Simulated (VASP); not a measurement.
Here is a VASP 6.6.1 calculation.

The input POSCAR:

```
Mg
1.0
    3.2116778724      0.0000000000      0.0000000000
   -1.6058389362      2.7813946263      0.0000000000
    0.0000000000      0.0000000000      5.1218791711
  Mg
     2
Direct
     0.3333333332999970    0.6666666667000030    0.2500000000000000
     0.6666666667000030    0.3333333332999970    0.7500000000000000
```

Contents of INCAR.step1:

```
SYSTEM = Mg
  PREC = Accurate
  ENCUT = 600
  EDIFF = 1E-8
  ISMEAR = 1
  SIGMA = 0.2
  LREAL = .FALSE.
  LASPH = .TRUE.
  NELM = 80
  ALGO = Normal
  ISIF = 3
  LWAVE = .FALSE.
  LCHARG = .FALSE.
  GGA = PE
  KPAR = 2
  IBRION = 2
  NSW = 40
  EDIFFG = -0.002
```

File INCAR.step2:

```
SYSTEM = Mg
  PREC = Accurate
  ENCUT = 600
  EDIFF = 1E-8
  ISMEAR = 1
  SIGMA = 0.2
  LREAL = .FALSE.
  LASPH = .TRUE.
  NELM = 80
  ALGO = Normal
  ISIF = 3
  LWAVE = .FALSE.
  LCHARG = .FALSE.
  GGA = PE
  KPAR = 2
  IBRION = 6
  NFREE = 2
  POTIM = 0.015
  NSW = 1
```

File KPOINTS:

```
regular mesh
0
G
  24 24 13
  0 0 0
```

Potentials or basis: VASP PAW PBE potentials, release 64 (Mg).

Run with:

```bash
$ cat potpaw_PBE.64/Mg/POTCAR > POTCAR
$ cp INCAR.step1 INCAR
$ mpirun -np 2 vasp_std > vasp.out
$ cp CONTCAR POSCAR
$ cp INCAR.step2 INCAR
$ mpirun -np 2 vasp_std > vasp.out
```

(1) What does it give for the Voigt bulk modulus?

(2) Predict the highest phonon frequency at Γ.

Results:

(1) 37 GPa.

(2) 248 cm⁻¹.
